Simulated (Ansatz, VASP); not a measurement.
This is a calculation of Rh for Ansatz 0.2.0.

Contents of input.yaml:

```yaml
crystal:
  lattice:
    - [0.0, 1.9228245745, 1.9228245745]
    - [1.9228245745, 0.0, 1.9228245745]
    - [1.9228245745, 1.9228245745, 0.0]
  atoms:
    - { symbol: Rh, position: [0.0, 0.0, 0.0] }
hamiltonian:
  xc: pbe
  pseudopotentials: { kind: paw }
kpoints:
  mp_grid: { grid: [12, 12, 12] }
scf:
  occupations: { method: fermi_dirac, width: 0.05 }
output:
  forces: true
  stress: true
  eigenvalues: true
```

Potentials or basis: Ansatz PAW.

Command:

```bash
$ ansatz run input.yaml --threads 2 --pin off --max-ram 5632MiB --backend cpu --events-out ev --progress --plain --runs-dir out
```

Q: Set up the same calculation for VASP 6.6.1. Potentials there: VASP PAW PBE potentials, release 64 (Rh_pv).

A: As run (the cutoff follows the program's own potentials):

The input INCAR:

```
SYSTEM = Rh
ALGO = Normal
EDIFF = 1E-6
ENCUT = 520
GGA = PE
ISIF = 2
ISMEAR = -1
LASPH = .True.
LCHARG = .False.
LREAL = .False.
LWAVE = .False.
NBANDS = 14
NELM = 60
PREC = Accurate
SIGMA = 0.05
```

The input KPOINTS:

```
k-points
0
Gamma
  12 12 12
  0 0 0
```

Contents of POSCAR:

```
Rh
1.0
    0.0000000000      1.9228245745      1.9228245745
    1.9228245745      0.0000000000      1.9228245745
    1.9228245745      1.9228245745      0.0000000000
Rh
1
Direct
    0.0000000000      0.0000000000      0.0000000000
```

Potentials or basis: VASP PAW PBE potentials, release 64 (Rh_pv).

Launch:

```sh
$ cat potpaw_PBE.64/Rh_pv/POTCAR > POTCAR
$ mpirun -np 1 vasp_std > vasp.out
```

Both were run:

|  | VASP | Ansatz | Ansatz less VASP |
| --- | --- | --- | --- |
| gap on the k mesh at the Fermi level (eV) | none | none | - |
| pressure (GPa) | -3.0 | -3.2 | -0.16 |

A gap of «none» marks a metal or a gap that the smearing closes. The functional is the same, so the differences come from potentials, cutoffs and numerics. The two sets of potentials don't hold the same shells in valence.
